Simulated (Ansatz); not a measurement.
# Equation of state of KCl from a dense series

```xyz
2
Lattice="0.0000 3.1561 3.1561 3.1561 0.0000 3.1561 3.1561 3.1561 0.0000" Properties=species:S:1:pos:R:3 pbc="T T T"
K     0.0000    0.0000    0.0000
Cl    3.1561    3.1561    3.1561
```

Atoms are numbered in the order listed.

The structure is an experimental refinement, used without relaxation.

The calculation used Ansatz 0.2.0, DFT, PBE, all-electron LAPW, scalar-relativistic.

Numerical set-up: a Γ-centred 7×7×7 k mesh, Fermi–Dirac smearing of 0.03 eV, basis error target 1 meV/atom, no spin polarisation.

The cell is scaled evenly. Fractional coordinates are held (clamped ions).

```
V (Å³/atom)  P (GPa)
     29.552     1.93
     30.180     1.43
     30.809     0.98
     31.123     0.77
     31.438     0.58
     31.752     0.39
     32.067     0.22
     33.324    -0.39
```

Question: Fit a third-order Birch–Murnaghan curve to the pressures.

Answer: P = (3B0/2)(y^(7/2) − y^(5/2))[1 + (3/4)(B0′ − 4)(y − 1)] with y = (V0/V)^(2/3) fits within 0.01 GPa for V0 = 32.487 Å³/atom, B0 = 16.3 GPa and B0′ = 4.74.

Question: Predict the pressure at the withheld volume, 32.695 Å³/atom.

Answer: There y = 0.9957, so the fit gives -0.10 GPa; the run gave -0.10 GPa.
